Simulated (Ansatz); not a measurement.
# Ag: pressure up to the limit of the methods

Aim: compress Ag (omega type) step by step, far beyond the usual range, and follow pressure and electronic structure. Methods of the runs shown: LAPW, crystal datasets and norm-conserving. Companion runs by PAW are cited. Its runs: the reference run (LAPW); volume scaled by 1 (crystal datasets and norm-conserving); volume scaled by 0.92 (LAPW and norm-conserving); volume scaled by 0.76 (LAPW and crystal datasets); volume scaled by 0.68 (LAPW); volume scaled by 0.45 (LAPW, crystal datasets and norm-conserving).

Method: DFT PBE, with the methods named in each step, in Ansatz 0.2.0.

### 1 Starting point

It takes space group P6/mmm (No. 191, hexagonal). The conventional cell has a = 4.728 Å, b = 4.728 Å, c = 2.828 Å, α = 90.00°, β = 90.00°, γ = 120.00°. Ag (site symmetry 6/mmm) is surrounded by 14 Ag at 2.83 to 3.07 Å. Ag (site symmetry -6m2) has 11 Ag at 2.73 to 3.07 Å as nearest neighbours.

Structure file:

```
CELL_PARAMETERS angstrom
4.72789 0.00000 0.00000
-2.36395 4.09447 0.00000
0.00000 0.00000 2.82760
ATOMIC_POSITIONS crystal
Ag 0.00000 0.00000 0.00000
Ag 0.33333 0.66667 0.50000
Ag 0.66667 0.33333 0.50000
```

Whether this phase is the stable one at these pressures isn't tested.

Atoms are numbered in the order of the input: Ag1, Ag2, Ag3.

### 2 The reference volume, LAPW

The input, input.yaml:

```yaml
crystal:
  lattice:
    - [4.727890674, 0.0, 0.0]
    - [-2.363945337, 4.09447343, 0.0]
    - [0.0, 0.0, 2.8276034994]
  atoms:
    - { symbol: Ag, position: [0.0, 0.0, 0.0] }
    - { symbol: Ag, position: [0.3333333333, 0.6666666667, 0.5] }
    - { symbol: Ag, position: [0.6666666667, 0.3333333333, 0.5] }
kpoints:
  mp_grid: { grid: [8, 8, 11] }
  band_path:
    path:
      - [0.0, 0.0, 0.0]
      - [0.5, 0.0, 0.0]
      - [0.3333333333, 0.3333333333, 0.0]
      - [0.0, 0.0, 0.0]
      - [0.0, 0.0, 0.5]
      - [0.5, 0.0, 0.5]
      - [0.3333333333, 0.3333333333, 0.5]
      - [0.0, 0.0, 0.5]
      - [0.5, 0.0, 0.5]
    npoints: 14
scf:
  occupations: { method: fermi_dirac, width: 0.05 }
hamiltonian:
  xc: pbe
  pseudopotentials: { kind: all_electron, lapw: { basis_error: 0.001 } }
output:
  forces: true
  stress: true
  eigenvalues: true
  populations: true
  dos: { projected: true, de: 0.2, e_range: [-14, 8] }
```

Launch:

```bash
$ ansatz run input.yaml --threads 1 --pin off --max-ram 3072MiB --backend cpu --events-out ev --progress --plain --runs-dir out
```

### 3 Volume scaled by 1, crystal datasets

The input, input.yaml:

```yaml
crystal:
  lattice:
    - [4.727890674, 0.0, 0.0]
    - [-2.363945337, 4.09447343, 0.0]
    - [0.0, 0.0, 2.8276034994]
  atoms:
    - { symbol: Ag, position: [0.0, 0.0, 0.0] }
    - { symbol: Ag, position: [0.3333333333, 0.6666666667, 0.5] }
    - { symbol: Ag, position: [0.6666666667, 0.3333333333, 0.5] }
kpoints:
  mp_grid: { grid: [8, 8, 11] }
scf:
  occupations: { method: fermi_dirac, width: 0.05 }
hamiltonian:
  xc: pbe
  pseudopotentials: { kind: all_electron, datasets: crystal }
output:
  forces: true
  stress: true
  eigenvalues: true
```

### 4 Volume scaled by 1, norm-conserving

Changes to input.yaml since step 3:

```diff
@@ -15,3 +15,3 @@
   xc: pbe
-  pseudopotentials: { kind: all_electron, datasets: crystal }
+  pseudopotentials: { kind: nc }
 output:
```

### 5 Volume scaled by 0.92, LAPW

Changes to input.yaml since step 4:

```diff
@@ -2,5 +2,5 @@
   lattice:
-    - [4.727890674, 0.0, 0.0]
-    - [-2.363945337, 4.09447343, 0.0]
-    - [0.0, 0.0, 2.8276034994]
+    - [4.5982936411, 0.0, 0.0]
+    - [-2.2991468205, 3.9822391072, 0.0]
+    - [0.0, 0.0, 2.7500955685]
   atoms:
@@ -15,3 +15,3 @@
   xc: pbe
-  pseudopotentials: { kind: nc }
+  pseudopotentials: { kind: all_electron, lapw: { basis_error: 0.001 } }
 output:
@@ -20 +20,2 @@
   eigenvalues: true
+  populations: true
```

### 6 Volume scaled by 0.92, norm-conserving

Changes to input.yaml since step 5:

```diff
@@ -15,3 +15,3 @@
   xc: pbe
-  pseudopotentials: { kind: all_electron, lapw: { basis_error: 0.001 } }
+  pseudopotentials: { kind: nc }
 output:
@@ -20,2 +20 @@
   eigenvalues: true
-  populations: true
```

### 7 Volume scaled by 0.76, LAPW

Changes to input.yaml since step 6:

```diff
@@ -2,5 +2,5 @@
   lattice:
-    - [4.5982936411, 0.0, 0.0]
-    - [-2.2991468205, 3.9822391072, 0.0]
-    - [0.0, 0.0, 2.7500955685]
+    - [4.3145809632, 0.0, 0.0]
+    - [-2.1572904816, 3.7365367208, 0.0]
+    - [0.0, 0.0, 2.5804158918]
   atoms:
@@ -15,3 +15,3 @@
   xc: pbe
-  pseudopotentials: { kind: nc }
+  pseudopotentials: { kind: all_electron, lapw: { basis_error: 0.001 } }
 output:
@@ -20 +20,2 @@
   eigenvalues: true
+  populations: true
```

### 8 Volume scaled by 0.76, crystal datasets

Changes to input.yaml since step 7:

```diff
@@ -15,3 +15,3 @@
   xc: pbe
-  pseudopotentials: { kind: all_electron, lapw: { basis_error: 0.001 } }
+  pseudopotentials: { kind: all_electron, datasets: crystal }
 output:
@@ -20,2 +20 @@
   eigenvalues: true
-  populations: true
```

### 9 Volume scaled by 0.68, LAPW

The input, input.yaml:

```yaml
crystal:
  lattice:
    - [4.1575460004, 0.0, 0.0]
    - [-2.0787730002, 3.6005404538, 0.0]
    - [0.0, 0.0, 2.4864981934]
  atoms:
    - { symbol: Ag, position: [0.0, 0.0, 0.0] }
    - { symbol: Ag, position: [0.3333333333, 0.6666666667, 0.5] }
    - { symbol: Ag, position: [0.6666666667, 0.3333333333, 0.5] }
kpoints:
  mp_grid: { grid: [8, 8, 11] }
scf:
  occupations: { method: fermi_dirac, width: 0.05 }
hamiltonian:
  xc: pbe
  pseudopotentials: { kind: all_electron, lapw: { basis_error: 0.001 } }
output:
  forces: true
  stress: true
  eigenvalues: true
  populations: true
```

### 10 Volume scaled by 0.45, LAPW

Changes to input.yaml since step 9:

```diff
@@ -2,5 +2,5 @@
   lattice:
-    - [4.1575460004, 0.0, 0.0]
-    - [-2.0787730002, 3.6005404538, 0.0]
-    - [0.0, 0.0, 2.4864981934]
+    - [3.6230272188, 0.0, 0.0]
+    - [-1.8115136094, 3.1376336101, 0.0]
+    - [0.0, 0.0, 2.1668192326]
   atoms:
@@ -11,2 +11,14 @@
   mp_grid: { grid: [8, 8, 11] }
+  band_path:
+    path:
+      - [0.0, 0.0, 0.0]
+      - [0.5, 0.0, 0.0]
+      - [0.3333333333, 0.3333333333, 0.0]
+      - [0.0, 0.0, 0.0]
+      - [0.0, 0.0, 0.5]
+      - [0.5, 0.0, 0.5]
+      - [0.3333333333, 0.3333333333, 0.5]
+      - [0.0, 0.0, 0.5]
+      - [0.5, 0.0, 0.5]
+    npoints: 8
 scf:
@@ -21 +33,2 @@
   populations: true
+  dos: { projected: true, de: 0.2, e_range: [-14, 8] }
```

### 11 Volume scaled by 0.45, crystal datasets

The input, input.yaml:

```yaml
crystal:
  lattice:
    - [3.6230272188, 0.0, 0.0]
    - [-1.8115136094, 3.1376336101, 0.0]
    - [0.0, 0.0, 2.1668192326]
  atoms:
    - { symbol: Ag, position: [0.0, 0.0, 0.0] }
    - { symbol: Ag, position: [0.3333333333, 0.6666666667, 0.5] }
    - { symbol: Ag, position: [0.6666666667, 0.3333333333, 0.5] }
kpoints:
  mp_grid: { grid: [8, 8, 11] }
scf:
  occupations: { method: fermi_dirac, width: 0.05 }
hamiltonian:
  xc: pbe
  pseudopotentials: { kind: all_electron, datasets: crystal }
output:
  forces: true
  stress: true
  eigenvalues: true
```

### 12 Volume scaled by 0.45, norm-conserving

Changes to input.yaml since step 11:

```diff
@@ -15,3 +15,3 @@
   xc: pbe
-  pseudopotentials: { kind: all_electron, datasets: crystal }
+  pseudopotentials: { kind: nc }
 output:
```

(Steps that only read results are left out.)

What does the calculation give? Wanted: LAPW pressure at 0.45 of the volume; PAW pressure at 0.45 of the volume; PAW; crystal datasets pressure at 0.45 of the volume; norm-conserving pressure at 0.45 of the volume; fitted bulk modulus at zero pressure.

The runs gave:

| quantity | value |
| --- | --- |
| LAPW pressure at 0.45 of the volume | 620.9 GPa |
| PAW pressure at 0.45 of the volume | 621.0 GPa |
| PAW (partial_waves polarizable) pressure at 0.45 of the volume | 621.0 GPa |
| crystal datasets pressure at 0.45 of the volume | 620.9 GPa |
| norm-conserving pressure at 0.45 of the volume | 621.8 GPa |
| fitted bulk modulus at zero pressure (LAPW) | 92 GPa |
| its pressure derivative | 5.35 |

By LAPW the pressure climbs to 621 GPa at 0.45 of the first volume. One third-order Birch-Murnaghan curve follows these points (B₀ = 92 GPa, B′ = 5.35, misfit at most 0.63 GPa). A fit over so wide a range leans to the high pressures, so B₀ can be off by several per cent. Where LAPW's pressure is over 3 GPa, PAW's departs from it by at most 0.2 %, at 0.92 of the volume. The ions are at rest, and the electrons smeared by 0.05 eV.
